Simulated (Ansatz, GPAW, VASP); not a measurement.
GaAs: programs and potentials compared

```
CELL_PARAMETERS angstrom
0.00000 2.82685 2.82685
2.82685 0.00000 2.82685
2.82685 2.82685 0.00000
ATOMIC_POSITIONS crystal
As 0.75000 0.75000 0.75000
Ga 0.00000 0.00000 0.00000
```

Alike in all runs: task single point; functional PBE; k mesh 8 × 8 × 8; occupations gaussian, width 0.012 eV; no spin polarisation; no spin-orbit coupling. Pressure is positive in compression and, in plane waves, holds the error of the finite cutoff.

| program and potentials | plane-wave cutoff (eV) | notes | band gap (eV) | pressure (GPa) |
| --- | --- | --- | --- | --- |
| GPAW, GPAW PAW data sets (gpaw-data 1.2.1) | 600 | 4 valence electrons an atom on average | 0.59 | 4.33 |
| Ansatz, all-electron LAPW, scalar-relativistic | - | - | 0.52 | 3.27 |
| VASP, PBE PAW files As, Ga_d, 520 eV | 520 | 9 valence electrons an atom on average | ? | ? |

Question: Estimate from the other rows what the run with VASP, PBE PAW files As, Ga_d, 520 eV gave.

Answer: Band gap 0.52 eV; pressure 3.46 GPa. The other rows, which needn't bracket it: band gap 0.52 to 0.59; pressure 3.27 to 4.33.
